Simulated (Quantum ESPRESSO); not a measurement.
Set up this calculation in Quantum ESPRESSO 7.5, as the native input.

```
Task                : single point
Functional          : PBE
Potentials or basis : SSSP 1.3 efficiency PBE
Cutoff              : 748 eV
Density cutoff      : 5987 eV
k mesh              : 11 × 11 × 11
Occupations         : fermi-dirac, width 0.05 eV
Spin                : no spin polarisation
Mixing beta         : 0.5
Most SCF iterations : 120
SCF threshold       : 4e-10 Ry
```

Crystal: MgO.

```
CELL_PARAMETERS angstrom
0.00000 2.09700 2.09700
2.09700 0.00000 2.09700
2.09700 2.09700 0.00000
ATOMIC_POSITIONS crystal
Mg 0.00000 0.00000 0.00000
O 0.50000 0.50000 0.50000
```

The cell is a database's computed one.

One way to write it, as run:

pw.in

```
&CONTROL
  calculation = 'scf'
  prefix = 'pwscf'
  outdir = './tmp'
  pseudo_dir = './pseudo'
  tprnfor = .true.
  tstress = .true.
  disk_io = 'nowf'
/
&SYSTEM
  ibrav = 0
  nat = 2
  ntyp = 2
  ecutwfc = 55
  ecutrho = 440
  nbnd = 9
  occupations = 'smearing'
  smearing = 'fd'
  degauss = 0.00367493
/
&ELECTRONS
  conv_thr = 4d-10
  electron_maxstep = 120
  mixing_beta = 0.5
/
ATOMIC_SPECIES
Mg    24.3050 Mg.pbe-n-kjpaw_psl.0.3.0.UPF
O     15.9990 O.pbe-n-kjpaw_psl.0.1.UPF
CELL_PARAMETERS angstrom
   0.0000000000    2.0970013927    2.0970013927
   2.0970013927    0.0000000000    2.0970013927
   2.0970013927    2.0970013927    0.0000000000
ATOMIC_POSITIONS crystal
Mg     0.0000000000    0.0000000000    0.0000000000
O      0.5000000000    0.5000000000    0.5000000000
K_POINTS automatic
11 11 11 0 0 0
```

Potentials or basis: SSSP 1.3 efficiency PBE.

Launch:

```console
$ OMP_NUM_THREADS=1 pw.x -in pw.in > pw.out
```

It gave:

| Property | Result |
| --- | --- |
| Pressure | 6.4 GPa |
| Band gap on the k mesh | 4.85 eV, direct |

Run time: 7.8 s on 1 thread of Arm Neoverse V2, with other jobs on the host, peak memory 0.05 GiB.
